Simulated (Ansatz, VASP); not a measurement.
## One calculation of SrTiO3 (Tausonite), two programs

```
Sr Ti O
1.0
     3.94554    0.00000    0.00000
     0.00000    3.94554    0.00000
     0.00000    0.00000    3.94554
Sr Ti O
1 1 3
Direct
  0.50000 0.50000 0.50000
  0.00000 0.00000 0.00000
  0.50000 0.00000 0.00000
  0.00000 0.50000 0.00000
  0.00000 0.00000 0.50000
```

Alike in both runs: task single point; functional r2SCAN; k mesh 6 × 6 × 6; no spin polarisation.

|  | VASP | Ansatz |
| --- | --- | --- |
| version | VASP 6.6.1 | Ansatz 0.2.0 |
| potentials or method | VASP PAW PBE potentials, release 64 (Sr_sv, Ti_sv, O) | plane waves, PAW |
| plane-wave cutoff (eV) | 520 | 500 |
| occupations | gaussian, width 0.01 eV | fixed |
| valence electrons in the cell | 40 | 40 |

|  | VASP | Ansatz | Ansatz less VASP |
| --- | --- | --- | --- |
| gap on the k mesh at the Fermi level (eV) | 2.21 | 2.19 | -0.013 |
| pressure (GPa) | -4.4 | -5.2 | -0.83 |

Caveats: the PAW data sets were made with another functional, which shifts forces and pressure a little (VASP). r2SCAN opens gaps a little over a GGA but as a rule still falls short of measured ones. A k mesh can miss the band edges.
